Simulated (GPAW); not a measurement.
Crystal: ZnO (zincite).

```
Zn O
1.0
     3.24931    0.00000    0.00000
    -1.62465    2.81398    0.00000
     0.00000    0.00000    5.20571
Zn O
2 2
Direct
  0.66667 0.33333 0.00000
  0.33333 0.66667 0.50000
  0.33333 0.66667 0.87901
  0.66667 0.33333 0.37901
```

Program: GPAW 26.7.0. Alike in all runs: no spin polarisation; cell as given; cutoff (eV) 800; smearing fermi-dirac 0.05 eV.

**Question.** Order these runs on this cell by their pressure, lowest first.
A. level SOGGA; potentials or basis PAW data sets generated in the run's folder for this functional, pw; k mesh 6 × 6 × 3
B. level LDA; potentials or basis PAW data sets generated in the run's folder for this functional, pw; k mesh 9 × 9 × 5; k mesh for the Wannier functions 5 × 5 × 5; wannier start random; wannier functional std; wannier space filled bands; wannier code ASE
C. level TASK; potentials or basis GPAW PAW data sets (gpaw-data 1.2.1), pw; k mesh 6 × 6 × 3
D. level mBEEF; potentials or basis GPAW PAW data sets (gpaw-data 1.2.1), pw; k mesh 6 × 6 × 3

**Answer.** B (-8.3 GPa), A (-1.9 GPa), D (2.1 GPa), C (7.7 GPa).

Caveats: the PAW data sets were made with another functional, which shifts forces and pressure a little (some runs).

Not every run made on this cell is shown here.
